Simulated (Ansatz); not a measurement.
# ZrB (Fm-3m): equation of state with a fit

A script is to give an equation of state with a fit; the system is ZrB (Fm-3m).

Program: Ansatz 0.2.0 through its Python package. Level of theory: DFT PBE, plane waves, PAW. These are calculated values, not measurements.

### 1 The structure

The structure is cubic, space group Fm-3m (No. 225). Conventional cell: a = 4.913 Å, b = 4.913 Å, c = 4.913 Å, α = 90.00°, β = 90.00°, γ = 90.00°. Zr (site symmetry m-3m) has 6 B at 2.46 Å as nearest neighbours. B (site symmetry m-3m) is surrounded by 6 Zr at 2.46 Å.

The script holds or builds the structure itself.

### 2 Script

File zrb_eos.py:

```python
# -*- coding: utf-8 -*-
import ansatz as az
import numpy as np
from scipy.optimize import curve_fit

vectors0 = np.array([
    [0.0, 2.45632, 2.45632],
    [2.45632, 0.0, 2.45632],
    [2.45632, 2.45632, 0.0],
])
sites = [
    ("Zr", (0.5, 0.5, 0.5)),
    ("B", (0.0, 0.0, 0.0)),
]


def make_crystal(cell):
    crystal = az.Crystal(lattice=az.Lattice.of(cell))
    for symbol, position in sites:
        crystal = crystal.atom(symbol, position)
    return crystal

def vinet(v, e0, v0, b0, b1):
    eta = (v / v0) ** (1 / 3)
    return e0 + 2 * b0 * v0 / (b1 - 1) ** 2 * (2 - (5 + 3 * b1 * (eta - 1) - 3 * eta) * np.exp(-1.5 * (b1 - 1) * (eta - 1)))


def main():
    volumes, energies = [], []
    for scale in np.linspace(0.88, 1.12, 7):
        cell = vectors0 * scale ** (1 / 3)
        base = (
            make_crystal(cell).calculation()
            .functional(az.Functional.PBE)
            .pseudopotentials("paw")
            .basis(41 * az.Ry)
            .occupations("cold")
            .kpoints(8, 8, 8)
        )
        data = base.run(threads=1, backend="cpu").report
        volumes.append(abs(np.linalg.det(cell)) / len(sites))
        energies.append(data["free_energy_ev"] / len(sites))
        print(f"V = {volumes[-1]:8.4f} A^3/atom  F = {energies[-1]:.5f} eV/atom")

    guess = (min(energies), volumes[int(np.argmin(energies))], 0.5, 4.5)
    (e0, v0, b0, b1), _ = curve_fit(vinet, np.array(volumes), np.array(energies), p0=guess, maxfev=20000)
    print(f"Vinet fit: V0 = {v0:.4f} A^3/atom, B0 = {160.21766 * b0:.1f} GPa, B1 = {b1:.2f}")
    print("largest residual", round(1000 * float(np.abs(vinet(np.array(volumes), e0, v0, b0, b1) - energies).max()), 3), "meV/atom")


if __name__ == "__main__":
    main()
```

### 3 What the engine is handed

The package turns the script's settings into the engine's input (first run):

```yaml
crystal:
  lattice:
    - [0.0, 2.3538520846600917, 2.3538520846600917]
    - [2.3538520846600917, 0.0, 2.3538520846600917]
    - [2.3538520846600917, 2.3538520846600917, 0.0]
  atoms:
    - { symbol: Zr, position: [0.5, 0.5, 0.5] }
    - { symbol: B, position: [0.0, 0.0, 0.0] }
basis:
  ecutwfc: 557.833418042754
kpoints:
  mp_grid:
    grid: [8, 8, 8]
hamiltonian:
  xc: pbe
  pseudopotentials:
    kind: paw
scf:
  occupations:
    method: cold
```

### 4 Launch

On the command line:

```sh
$ python zrb_eos.py
```

Output:

```text
V =  13.0418 A^3/atom  F = -2170.14414 eV/atom
V =  13.6346 A^3/atom  F = -2170.21706 eV/atom
V =  14.2274 A^3/atom  F = -2170.25517 eV/atom
V =  14.8202 A^3/atom  F = -2170.26480 eV/atom
V =  15.4130 A^3/atom  F = -2170.25106 eV/atom
V =  16.0058 A^3/atom  F = -2170.21815 eV/atom
V =  16.5987 A^3/atom  F = -2170.16952 eV/atom
Vinet fit: V0 = 14.7490 A^3/atom, B0 = 160.5 GPa, B1 = 3.93
largest residual 0.014 meV/atom
```

Wall time 5.5 s (1 thread of Arm Neoverse V2, shared host); peak memory 0.4 GiB.

### 5 What changed from run to run

The engine's inputs for some of the other runs:

Run 2, against run 1:

```diff
@@ -3,3 +3,3 @@
-    - [0.0, 2.3538520846600917, 2.3538520846600917]
-    - [2.3538520846600917, 0.0, 2.3538520846600917]
-    - [2.3538520846600917, 2.3538520846600917, 0.0]
+    - [0.0, 2.3889893856179003, 2.3889893856179003]
+    - [2.3889893856179003, 0.0, 2.3889893856179003]
+    - [2.3889893856179003, 2.3889893856179003, 0.0]
```

Run 3, against run 1:

```diff
@@ -3,3 +3,3 @@
-    - [0.0, 2.3538520846600917, 2.3538520846600917]
-    - [2.3538520846600917, 0.0, 2.3538520846600917]
-    - [2.3538520846600917, 2.3538520846600917, 0.0]
+    - [0.0, 2.423122416967768, 2.423122416967768]
+    - [2.423122416967768, 0.0, 2.423122416967768]
+    - [2.423122416967768, 2.423122416967768, 0.0]
```

Run 6, against run 1:

```diff
@@ -3,3 +3,3 @@
-    - [0.0, 2.3538520846600917, 2.3538520846600917]
-    - [2.3538520846600917, 0.0, 2.3538520846600917]
-    - [2.3538520846600917, 2.3538520846600917, 0.0]
+    - [0.0, 2.5201488704045425, 2.5201488704045425]
+    - [2.5201488704045425, 0.0, 2.5201488704045425]
+    - [2.5201488704045425, 2.5201488704045425, 0.0]
```

Lines on the test bed's own set-up are left out of the output.

A comment line of the script is reworded here; the code is as run.

### 6 The engine's runs

From the records of these 7 runs:

```tsv
run	volume (Å³/atom)	energy from run 4 (meV/atom)	SCF cycles	CPU time (s)
1	13.042	120.66	5	0.69
2	13.635	47.74	5	0.6
3	14.227	9.62	5	0.62
4	14.820	0.00	5	0.6
5	15.413	13.74	5	0.63
6	16.006	46.65	5	0.71
7	16.599	95.27	5	0.64
```

Energies are free energies F = E - TS of the smeared occupations. 

### 7 Outcome

```
                      quantity            value
                 runs compared                7
               range of energy  120.66 meV/atom
lowest point, volume (Å³/atom)           14.820
      equilibrium volume (fit)    14.75 Å³/atom
            bulk modulus (fit)          160 GPa
```

A third-order Birch-Murnaghan fit through the 7 points (the script's own form differs a little) has its minimum at 14.75 Å³ an atom, 0.5 % below the typed cell, with a bulk modulus of 160 GPa and dB/dP = 3.9. From that minimum the energy rises by 120.8 meV an atom on the compressed side and 95.4 meV on the expanded side. What to keep in mind:
- The mesh is modest for a metal, so energies can be off by several to tens of meV an atom and pressures by half a GPa or more; differences at equal mesh fare better.
- This cell is a computed structure, which may not be the phase found in nature.
